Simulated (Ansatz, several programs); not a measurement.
NaF, CsCl type, relaxed with PBE in Ansatz (plane waves, PAW): it is cubic, Pm-3m (No. 221); a = 2.865 Å in the conventional setting, 11.76 Å³ an atom. Na has 8 F at 2.48 Å; F has 8 Na at 2.48 Å. The cell was then scaled with its shape and fractional coordinates held. The structure was generated, not taken from experiment, and needn't be the ground state; spin polarisation is off.

| V (Å³/atom) | E (meV/atom) |
| --- | --- |
| 11.051 | 7.37 |
| 11.403 | 1.77 |
| 11.756 | 0.00 |
| 12.461 | 5.75 |

(1) Pass a cubic E = c₀ + c₁u + c₂u² + c₃u³, with u = V − 11.668 Å³, through these points.

(2) Where is the minimum, and what bulk modulus follows?

(3) Predict the energy and the pressure at the withheld volume, 12.109 Å³.

## Answers

(1) c₀ = 0.11, c₁ = -2.462, c₂ = 13.761, c₃ = -2.1316 (meV and Å³).

(2) dE/du = 0 at u = +0.091, so V₀ = 11.76 Å³. B = V₀ d²E/dV² = 11.76 × (2c₂ + 6c₃u) = 11.76 × 26.354 = 310 meV/Å³, and 1 meV/Å³ is 0.16022 GPa: 50 GPa. A third-order Birch-Murnaghan fit to all five points gives 11.76 Å³ and 49 GPa.

(3) With u = +0.441: E ≈ 1.52 meV and P = −dE/dV ≈ -1.35 GPa. The run gives 1.48 meV and, from its stress, -1.33 GPa.
